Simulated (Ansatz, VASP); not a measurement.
**Te in VASP and in Ansatz**

```
Te
1.0
     0.00000    3.73589    3.73589
     3.73589    0.00000    3.73589
     3.73589    3.73589    0.00000
Te
2
Direct
  0.12500 0.12500 0.12500
  0.87500 0.87500 0.87500
```

Alike in both runs: task single point; functional BLYP; k mesh 8 × 8 × 8; occupations fermi-dirac, width 0.1 eV; no spin polarisation.

|  | VASP | Ansatz |
| --- | --- | --- |
| version | VASP 6.6.1 | Ansatz 0.2.0 |
| potentials or method | VASP PAW PBE potentials, release 64 (Te) | plane waves (420 eV) with PAW, scalar-relativistic |
| plane-wave cutoff (eV) | 520 | 420 |
| valence electrons in the cell | 12 | 32 |

```csv
,VASP,Ansatz,Ansatz less VASP
pressure (GPa),-0.7,-0.7,-0.07
```

The two sets of potentials don't hold the same shells in valence.

Caveats: the PAW data sets were made with another functional, which shifts forces and pressure a little (VASP). Spin-orbit coupling is left out, which matters for the levels of Te.
